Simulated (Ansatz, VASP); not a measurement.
Two plane-wave programs on AlN

```
Al N
1.0
     3.23064    0.00000    0.00000
    -1.61532    2.79782    0.00000
     0.00000    0.00000    4.08290
Al N
2 2
Direct
  0.33333 0.66667 0.76527
  0.66667 0.33333 0.26527
  0.33333 0.66667 0.22058
  0.66667 0.33333 0.72058
```

Change from the starting cell: mode 4 frozen in at -0.123 Å, equal normal strain along x, y and z -0.0250.

Alike in both runs: task single point; functional PBE; k mesh 9 × 9 × 6; occupations gaussian, width 0.05 eV; no spin polarisation.

|  | VASP | Ansatz |
| --- | --- | --- |
| version | VASP 6.6.1 | Ansatz 0.2.0 |
| potentials or method | VASP PAW PBE potentials, release 64 (Al, N) | scalar-relativistic, plane waves, PAW |
| plane-wave cutoff (eV) | 520 | 520 |
| valence electrons in the cell | 16 | 16 |

```tsv
	VASP	Ansatz	Ansatz less VASP
gap on the k mesh at the Fermi level (eV)	3.98	3.97	-0.013
least direct gap on the mesh (eV)	3.98	3.97	-0.013
pressure (GPa)	21.8	22.0	+0.15
largest component of the traceless stress (GPa)	10.89	10.70	-0.187
rms of the force components (eV/Å)	0.557	0.554	-0.0024
```

Atom by atom the forces differ by 0.002 eV/Å (rms over components).

Caveats: so large a pressure means that the cell lies far from this level's equilibrium, or that cutoff or potentials fall short (VASP); an odd mesh through Γ misses points on the zone boundary, where band edges often lie.
